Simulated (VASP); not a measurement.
A run of VASP 6.6.1 is set up as follows.

Contents of INCAR:

```
SYSTEM = Nd
ALGO = Normal ; EDIFF = 1E-6
ENCUT = 520 ; GGA = PE
ISIF = 2 ; ISMEAR = 1
ISPIN = 2 ; IVDW = 1
LASPH = .TRUE. ; LCHARG = .TRUE.
LDAU = .TRUE. ; LDAUJ = 0.9
LDAUL = 3 ; LDAUPRINT = 1
LDAUTYPE = 1 ; LDAUU = 4
LELF = .TRUE. ; LMAXMIX = 6
LORBIT = 11 ; LREAL = .FALSE.
LVHAR = .TRUE. ; LWAVE = .FALSE.
MAGMOM = 3 -1.5 ; NELM = 120
PREC = Accurate ; SIGMA = 0.2
```

Contents of KPOINTS:

```
k-points
0
G
  9 9 9
  0 0 0
```

File POSCAR:

```
Nd
6.3807
    0.408249949191      0.408249949191      0.816499898381
    0.408249949191     -0.408249949191      0.000000000000
    0.408249949191      0.408249949191      0.000000000000
Nd
2
Direct
    0.0000000000      0.0000000000      0.0000000000
    0.5000000000      0.5000000000      0.0000000000
```

Potentials or basis: VASP PAW PBE potentials, release 64 (Nd_3), 4f in core.

The run is started by

```console
$ cat potpaw_PBE.64/Nd_3/POTCAR > POTCAR
$ mpirun -np 1 vasp_std > vasp.out
```

Task: Estimate the dispersion energy per atom.

Result: -2.463 eV.

Task: What does it give for the net moment?

Result: 0.00 μB per cell.

Task: Estimate the band gap on the k mesh.

Result: None (metal or under the smearing width).

Eigenvalues of the final occupation matrices:
```csv
site,spin,trace,eigenvalues
site 1 f,1,0.00,0.00 0.00 0.00 0.00 0.00 0.00 0.00
site 1 f,2,0.00,0.00 0.00 0.00 0.00 0.00 0.00 0.00
site 2 f,1,0.00,0.00 0.00 0.00 0.00 0.00 0.00 0.00
site 2 f,2,0.00,0.00 0.00 0.00 0.00 0.00 0.00 0.00
```

Caveat: the magnetic or orbital state may not be the lowest; atom-pairwise D2, TS and ULG terms overbind metals; U is put on an f shell that these potentials keep in the core, so it has next to no effect; spin-orbit coupling is left out, which moves the levels of the heavy elements; the 4f electrons are frozen in the core as for a trivalent ion, so they carry no moment and show no levels. The state reached can hang on the start; a lower one may exist.
